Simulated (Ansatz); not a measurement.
# NbP in the NiAs-type structure

Level of theory: DFT, PBE, scalar-relativistic, no spin polarisation; plane waves to 420 eV with PAW datasets (Ansatz 0.2.0), Γ-centred 10×10×8 mesh, 0.05 eV Gaussian smearing. The datasets are Ansatz's generated set soft_2.

```
Nb P
1.0
     3.31629    0.00000    0.00000
    -1.65814    2.87199    0.00000
     0.00000    0.00000    6.71640
Nb P
2 2
Direct
  0.00000 0.00000 0.00000
  0.00000 0.00000 0.50000
  0.33333 0.66667 0.25000
  0.66667 0.33333 0.75000
```

This is a trial structure; measured cells of the compound in the Crystallography Open Database are in space group I41/amd.

Question: Which orbitals carry the states at the Fermi level, and how many states are there?

Answer: Within 0.1 eV of it: Nb 4d 89 %, P 3p 10 % (shares among the projected shells; no valence p shell of Nb is among them). The density of states at the Fermi level is about 1.7 states/eV per cell, averaged over 0.3 eV.

Density of states (tetrahedra, averaged over 0.5 eV; states/eV per cell of 4 atoms; energy in eV from the Fermi level; projections on Löwdin-orthogonalised atomic orbitals, summed over sites):

| E | total | Nb 4d | P 3p | Nb 5s | P 3s | Nb 4p |
| --- | --- | --- | --- | --- | --- | --- |
| -6.60 | 0.10 | 0.03 | 0.05 | 0.01 | 0.00 | 0.00 |
| -6.10 | 0.71 | 0.22 | 0.37 | 0.08 | 0.02 | 0.00 |
| -5.60 | 1.57 | 0.48 | 0.85 | 0.15 | 0.04 | 0.02 |
| -5.10 | 3.32 | 1.07 | 1.84 | 0.24 | 0.07 | 0.05 |
| -4.60 | 2.00 | 0.75 | 1.07 | 0.08 | 0.05 | 0.03 |
| -4.10 | 2.93 | 1.16 | 1.59 | 0.05 | 0.07 | 0.04 |
| -3.60 | 3.54 | 1.37 | 1.95 | 0.06 | 0.06 | 0.06 |
| -3.10 | 3.90 | 1.73 | 1.99 | 0.04 | 0.04 | 0.06 |
| -2.60 | 3.63 | 1.78 | 1.72 | 0.02 | 0.02 | 0.04 |
| -2.10 | 1.60 | 0.98 | 0.56 | 0.01 | 0.02 | 0.01 |
| -1.60 | 0.85 | 0.54 | 0.26 | 0.01 | 0.01 | 0.00 |
| -1.10 | 3.48 | 2.59 | 0.67 | 0.07 | 0.03 | 0.01 |
| -0.60 | 3.07 | 2.42 | 0.47 | 0.04 | 0.02 | 0.01 |
| -0.10 | 1.80 | 1.53 | 0.18 | 0.01 | 0.01 | 0.00 |
| 0.40 | 1.42 | 1.25 | 0.10 | 0.02 | 0.02 | 0.00 |
| 0.90 | 1.80 | 1.51 | 0.19 | 0.01 | 0.03 | 0.00 |
| 1.40 | 2.25 | 1.67 | 0.42 | 0.02 | 0.07 | 0.00 |
| 1.90 | 2.80 | 1.96 | 0.56 | 0.06 | 0.12 | 0.00 |
| 2.40 | 3.75 | 2.70 | 0.68 | 0.09 | 0.14 | 0.00 |
| 2.90 | 4.86 | 3.74 | 0.71 | 0.10 | 0.16 | 0.00 |
| 3.40 | 2.89 | 1.91 | 0.64 | 0.08 | 0.15 | 0.00 |
| 3.90 | 1.78 | 0.92 | 0.49 | 0.05 | 0.20 | 0.00 |
| 4.40 | 1.99 | 0.85 | 0.51 | 0.09 | 0.25 | 0.00 |
| 4.90 | 2.91 | 1.05 | 0.79 | 0.35 | 0.20 | 0.00 |
| 5.40 | 3.06 | 1.03 | 0.81 | 0.51 | 0.21 | 0.00 |
| 5.90 | 2.21 | 0.78 | 0.69 | 0.16 | 0.17 | 0.00 |
